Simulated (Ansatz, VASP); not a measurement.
# Cu (Cu wire along [110], 19 atoms a period) in two plane-wave programs

One calculation is typed for both programs; each brings its own data sets. How far apart do they land? The structure shown is the start of the Ansatz relaxation below; VASP solves that cell, so the two are compared at the walk's first step.

Main program and level: Ansatz 0.2.0; plane waves, with VASP 6.6.1 beside it; single point at PBE.

**1. Starting point**

The cell holds 19 atoms: 19 Cu. Cell: a = 14.060 Å, b = 17.067 Å, c = 2.567 Å, α = 90.0°, β = 90.0°, γ = 90.0°. Vacuum lies along a and b. The structure's axis is c.

**2. Ansatz: relaxation, PBE**

Ansatz runs on its PAW soft_1 files.

The two programs are compared at the cell with which this relaxation starts, whose forces are those of its first step.

input.yaml

```yaml
crystal:
  lattice:
    - [14.06, 0.0, 0.0]
    - [0.0, 17.067, 0.0]
    - [0.0, 0.0, 2.5667976157]
  atoms:
    - { symbol: Cu, position: [0.241820768, 0.349610219, 0.0] }
    - { symbol: Cu, position: [0.241820768, 0.50000558, 0.0] }
    - { symbol: Cu, position: [0.5, 0.349610219, 0.0] }
    - { symbol: Cu, position: [0.5, 0.199214859, 0.0] }
    - { symbol: Cu, position: [0.5, 0.50000558, 0.0] }
    - { symbol: Cu, position: [0.758179232, 0.349610219, 0.0] }
    - { symbol: Cu, position: [0.758179232, 0.50000558, 0.0] }
    - { symbol: Cu, position: [0.370910384, 0.274412539, 0.5] }
    - { symbol: Cu, position: [0.370910384, 0.4248079, 0.5] }
    - { symbol: Cu, position: [0.370910384, 0.57520326, 0.5] }
    - { symbol: Cu, position: [0.370910384, 0.72559862, 0.5] }
    - { symbol: Cu, position: [0.629089616, 0.274412539, 0.5] }
    - { symbol: Cu, position: [0.629089616, 0.4248079, 0.5] }
    - { symbol: Cu, position: [0.629089616, 0.57520326, 0.5] }
    - { symbol: Cu, position: [0.629089616, 0.72559862, 0.5] }
    - { symbol: Cu, position: [0.241820768, 0.65040094, 0.0] }
    - { symbol: Cu, position: [0.5, 0.65040094, 0.0] }
    - { symbol: Cu, position: [0.5, 0.800796301, 0.0] }
    - { symbol: Cu, position: [0.758179232, 0.65040094, 0.0] }
kpoints:
  mp_grid: { grid: [1, 1, 32] }
scf:
  occupations: { method: fermi_dirac, width: 0.05 }
hamiltonian:
  xc: pbe
  pseudopotentials: { kind: paw, azcp: { folder: soft_1 } }
relax:
  cell: { fix: [a, b, alpha, beta, gamma] }
  max_steps: 45
  f_tol: 0.03
```

Started as:

```
> ansatz run input.yaml --threads 4 --pin off --max-ram 16384MiB --backend cpu --events-out ev --progress --plain --runs-dir out
```

Numbers of over 12 decimals in the logs are rounded to 6 here.

Output:

```text
Engine: ansatz 0.2.0, aarch64-unknown-linux-gnu
Pseudopotentials: kind: paw
Pseudopotential: Cu, paw, valence charge 19, recommended cutoff 420 eV (normal), soft_1/Cu.paw.azcp
Functional definition: PBE
  parameter kappa = 0.804
  parameter beta = 0.066725
  exchange = pbe_x(kappa = kappa, mu = beta*pi^2/3)
  correlation = pbe_c(beta = beta)
Crystal: 19 atoms, lattice volume = 615.934 Å³
Basis set: ecut = 420 eV, 12075 PW (Γ), exchange–correlation on 192×240×36 points (8 copies of the dense FFT grid, shifted against one another)
Bands: 217, of which v1, the nominal top of the filled ones, is band 181 counted from 1 (180 counted from 0)
Symmetry: 8 space group operations
Space group: Pmmm (ITA 47), of the structure as read, at distance tolerance 8.5e-5 Å
k-points: 17 of 32
Non-local potential: Cu, projectors of the file, l = 0: 3, l = 1: 2, l = 2: 3, l = 3: 1
PAW form: soft (Blöchl's): semilocal exchange-correlation on the pseudo side does not see the compensation charge
PAW one-centre angular grid: Cu, 590 points (default); XC on 64 Gauss nodes
Initial density: superposition of atomic densities (neutral atoms: chi_scale 0, normalization atom)
Initial wavefunctions: pseudopotential atomic-orbital guess
Functional: x = pbe(κ = 0.804, μ = 0.219515), c = pbe(β = 0.066725)
SCF iter   1: F=—  HF=-125883.816417 eV  |F-HF|=—  |Δ(HF+E_count)|=         —  Δρ=1.43e-1  dr2=7.82e1  ethr=3.10e-3  ⟨swp⟩=6.5  Hψ=14531  notcnv=0  defer=188
preconditioner: auto → LDOS  [metal: Δε(μ)=0.018 eV  Ē_g=6.859 eV  σ=0.050 eV  W_gap=0.09  n_scr=128 (ndim 8)  ℏωp=21.6 eV  f_vac=0.559  D(μ)=10.12/eV (n_scr^D=54)  β→1.0]
SCF iter   2: F=—  HF=-125958.874101 eV  |F-HF|=—  |Δ(HF+E_count)|=    7.51e1  Δρ=2.80e-1  dr2=2.74e2  ethr=3.10e-3  ⟨swp⟩=4.0  Hψ=11283  notcnv=0  defer=414  recentre
SCF iter   3: F=—  HF=-125871.220287 eV  |F-HF|=—  |Δ(HF+E_count)|=    8.77e1  Δρ=4.15e-2  dr2=6.99e0  ethr=3.10e-3  ⟨swp⟩=4.0  Hψ=9506  notcnv=0  defer=456
SCF iter   4: F=—  HF=-125870.350054 eV  |F-HF|=—  |Δ(HF+E_count)|=   8.70e-1  Δρ=2.13e-2  dr2=1.64e0  ethr=1.94e-3  ⟨swp⟩=2.2  Hψ=6344  notcnv=0  defer=439
SCF iter   5: F=—  HF=-125870.047149 eV  |F-HF|=—  |Δ(HF+E_count)|=   3.03e-1  Δρ=4.36e-3  dr2=7.01e-2  ethr=4.54e-4  ⟨swp⟩=2.1  Hψ=5997  notcnv=0  defer=443
SCF iter   6: F=—  HF=-125870.074196 eV  |F-HF|=—  |Δ(HF+E_count)|=   2.70e-2  Δρ=2.33e-3  dr2=2.25e-2  ethr=1.94e-5  ⟨swp⟩=2.0  Hψ=6148  notcnv=0  defer=443
SCF iter   7: F=—  HF=-125870.080901 eV  |F-HF|=—  |Δ(HF+E_count)|=   6.71e-3  Δρ=7.40e-4  dr2=2.35e-3  ethr=6.23e-6  ⟨swp⟩=2.1  Hψ=5120  notcnv=0  defer=443
SCF iter   8: F=—  HF=-125870.083033 eV  |F-HF|=—  |Δ(HF+E_count)|=   2.13e-3  Δρ=3.50e-4  dr2=6.63e-4  ethr=6.52e-7  ⟨swp⟩=2.9  Hψ=5371  notcnv=0  defer=443
SCF iter   9: F=—  HF=-125870.083030 eV  |F-HF|=—  |Δ(HF+E_count)|=   2.89e-6  Δρ=1.72e-4  dr2=2.05e-4  ethr=1.84e-7  ⟨swp⟩=2.0  Hψ=4901  notcnv=0  defer=443
SCF iter  10: F=—  HF=-125870.083038 eV  |F-HF|=—  |Δ(HF+E_count)|=   8.49e-6  Δρ=5.90e-5  dr2=2.03e-5  ethr=5.68e-8  ⟨swp⟩=2.0  Hψ=5018  notcnv=0  defer=443
SCF iter  11: F=—  HF=-125870.083436 eV  |F-HF|=—  |Δ(HF+E_count)|=   3.98e-4  Δρ=3.61e-5  dr2=6.21e-6  ethr=5.63e-9  ⟨swp⟩=2.2  Hψ=5063  notcnv=0  defer=443
SCF iter  12: F=—  HF=-125870.083439 eV  |F-HF|=—  |Δ(HF+E_count)|=   2.50e-6  Δρ=1.82e-5  dr2=1.85e-6  ethr=1.72e-9  ⟨swp⟩=2.0  Hψ=4955  notcnv=0  defer=443
SCF iter  13: F=—  HF=-125870.083441 eV  |F-HF|=—  |Δ(HF+E_count)|=   1.80e-6  Δρ=5.77e-6  dr2=1.75e-7  ethr=5.14e-10  ⟨swp⟩=2.1  Hψ=4965  notcnv=0  defer=443
SCF iter  14: F=—  HF=-125870.083441 eV  |F-HF|=—  |Δ(HF+E_count)|=   1.34e-7  Δρ=5.24e-6  dr2=1.20e-7  ethr=2.77e-11  ⟨swp⟩=4.0  Hψ=11625  notcnv=0
SCF iter  15: F=-125870.083441 eV  HF=-125870.083441 eV  |F-HF|=5.30e-9  |Δ(HF+E_count)|=   2.14e-9  Δρ=1.50e-6  dr2=1.67e-8  ethr=2.77e-11  ⟨swp⟩=3.2  Hψ=9840  notcnv=0
SCF 1 converged in 15 iterations: F = -125870.083441 eV  dr2 = 1.67e-8
  greatest PAW one-centre occupation: 1.000 electrons in one spin orbital (limit 2), on the Cu atom at site 18 (counted from 0), in its partial waves of l = 0
relax step   1: F+E_penalty+E_count = -125870.08344066 eV  Δ(F+E_penalty+E_count) = +0.000e0 eV  max|allowed force component| = 5.192e-1 eV/Å  Δτ_max = 0.0000 Å  P = -1.904 GPa  Ω = 615.934 Å³  fix = [a, b, alpha, beta, gamma]  reactions: a -1.527, b -1.847 GPa  (15 SCF iters, dr2 threshold 1.00e-7 eV, accepted)
[...]
relax step   5: F+E_penalty+E_count = -125870.34883704 eV  Δ(F+E_penalty+E_count) = -5.511e-4 eV  max|allowed force component| = 1.084e-3 eV/Å  Δτ_max = 0.0063 Å  P = +0.000 GPa  Ω = 602.659 Å³  energy of the carried Pulay correction = +4.038e-3 eV  fix = [a, b, alpha, beta, gamma]  reactions: a +0.035, b -0.040 GPa  (9 SCF iters, dr2 threshold 1.02e-8 eV, accepted)
[...]
relax step   6: F+E_penalty+E_count = -125870.34423902 eV  Δ(F+E_penalty+E_count) = +4.598e-3 eV  max|allowed force component| = 1.103e-3 eV/Å  Δτ_max = 0.0000 Å  P = +0.005 GPa  Ω = 602.659 Å³  fix = [a, b, alpha, beta, gamma]  reactions: a +0.038, b -0.037 GPa  stress off target by 1.52e-2 GPa on what of the cell is left free  SCF on the basis re-selected at this cell (its energy is not comparable with the rows above)  (10 SCF iters)
basis re-selected at this cell: Δ(F+E_penalty+E_count) = +4.598e-3 eV, ΔP = +0.005 GPa vs the last step (what re-selecting the basis moved, of the pressure what is left beyond the Pulay correction that the steps carried, after the strain that the cell walked since its last selection, with what the two solves' SCF thresholds leave and, on support functions, any second-order correction that the steps lacked; it is no m [...]
SCF converged after 10 iterations
Free energy (F): -125870.344239 eV
Harris-Foulkes:  -125870.344239 eV  (|F-HF|=1.46e-10)
Internal energy: -125870.284490 eV  (E = F + TS)
E sigma→0 (E₀):  -125870.314364 eV
Entropy (-TS):   -0.059749 eV (-3.145 meV/atom)
Fermi energy:    3.358353 eV
--- Per-component energies (eV) ---
  E_band       = -11595.804754
  E_kinetic    = 4969.973461
  E_local      = -404610.237584  (includes V_loc(G=0)·N_el)
  E_nonlocal   = 16966.549756
  E_hartree    = 193464.357585
  E_xc         = -1294.431612
  E_vxc        = -1669.825742  (∫ρ·V_xc dr)
  E_paw        = -34535.028841  (= ΣΔE_a)
  E_vpaw       = -14180.996489  (= ΣTr[D̂ρ^β])
  E_aug_tail   = 0.017896  (compensation charges beyond the density's cutoff)
  E_ewald      = 99168.514849
  E_smearing   = -0.059749  (= −TS)
  E_closure    = 0.000000  (closes the sum)
  Σ components = -125870.344239   (vs F -125870.344239, Δ=0.00e0)
--- Forces (eV/Å), atoms counted from 1 ---
  atom   1  Cu     0.00064076     0.00022076    -0.00000000
  atom   2  Cu    -0.00029156     0.00000000     0.00000000
  atom   3  Cu    -0.00000000    -0.00022858    -0.00000000
  atom   4  Cu     0.00000000     0.00110265     0.00000000
  atom   5  Cu     0.00000000     0.00000000     0.00000000
  atom   6  Cu    -0.00064076     0.00022076     0.00000000
  atom   7  Cu     0.00029156    -0.00000000    -0.00000000
  atom   8  Cu     0.00049701     0.00053622    -0.00000000
  atom   9  Cu    -0.00012036     0.00004002     0.00000000
  atom  10  Cu    -0.00012036    -0.00004002     0.00000000
  atom  11  Cu     0.00049701    -0.00053622    -0.00000000
  atom  12  Cu    -0.00049701     0.00053622     0.00000000
  atom  13  Cu     0.00012036     0.00004002    -0.00000000
  atom  14  Cu     0.00012036    -0.00004002    -0.00000000
  atom  15  Cu    -0.00049701    -0.00053622     0.00000000
  atom  16  Cu     0.00064076    -0.00022076    -0.00000000
  atom  17  Cu     0.00000000     0.00022858     0.00000000
  atom  18  Cu     0.00000000    -0.00110265    -0.00000000
  atom  19  Cu    -0.00064076    -0.00022076     0.00000000
  max |Σ_I F_I| component: 1.36e-19 eV/Å
--- Stress (GPa, compression-positive) ---
        0.037537       0.000000      -0.000000
        0.000000      -0.036992       0.000000
       -0.000000       0.000000       0.015162
  P = ⅓ Tr σ = 0.0052 GPa (0.052 kbar)
--- Relaxed structure (5 steps of the walk, 5 accepted, 1 SCFs on fresh bases) ---
  F+E_penalty+E_count = -125870.34423902 eV   max|allowed force component| = 1.103e-3 eV/Å   (the final SCF, on the basis selected at the relaxed cell)
  cell:  # Å, volume = 602.6592 Å³
    - [14.06, 0.0, 0.0]
    - [0.0, 17.067, 0.0]
    - [0.0, 0.0, 2.511477]
  atoms:
    - { symbol: Cu, position: [0.245592, 0.352192, 0.0] }
    - { symbol: Cu, position: [0.240294, 0.5, 0.0] }
    - { symbol: Cu, position: [0.500000, 0.352510, 0.0] }
    - { symbol: Cu, position: [0.500000, 0.208735, 0.0] }
    - { symbol: Cu, position: [0.500000, 0.5, 0.0] }
    - { symbol: Cu, position: [0.754408, 0.352192, 0.0] }
    - { symbol: Cu, position: [0.759706, 0.5, 0.0] }
    - { symbol: Cu, position: [0.368978, 0.276105, 0.5] }
    - { symbol: Cu, position: [0.368898, 0.426159, 0.5] }
    - { symbol: Cu, position: [0.368898, 0.573841, 0.5] }
    - { symbol: Cu, position: [0.368978, 0.723895, 0.5] }
    - { symbol: Cu, position: [0.631022, 0.276105, 0.5] }
    - { symbol: Cu, position: [0.631102, 0.426159, 0.5] }
    - { symbol: Cu, position: [0.631102, 0.573841, 0.5] }
    - { symbol: Cu, position: [0.631022, 0.723895, 0.5] }
    - { symbol: Cu, position: [0.245592, 0.647808, 0.0] }
    - { symbol: Cu, position: [0.500000, 0.647490, 0.0] }
    - { symbol: Cu, position: [0.500000, 0.791265, 0.0] }
    - { symbol: Cu, position: [0.754408, 0.647808, 0.0] }
```

Reading the cycles: dr2 is the Hartree energy of the density residual (eV), the measure of convergence; HF is the Harris–Foulkes estimate of the energy, which meets the free energy F at convergence.

(Part 1 of 2 ends here.)

[Lines on the potential files, build, host, timing and source positions are cut from VASP's logs without a mark.]

[Logs are printed without paths, hosts, clocks, repeated set-up lines and the standing remarks that a program may print on its own settings, such as how far it seeks lower states.]

[Hosts, paths, dates, database ids (printed as entryN), source tags and the programs' standing remarks are cut or masked in the printed files.]
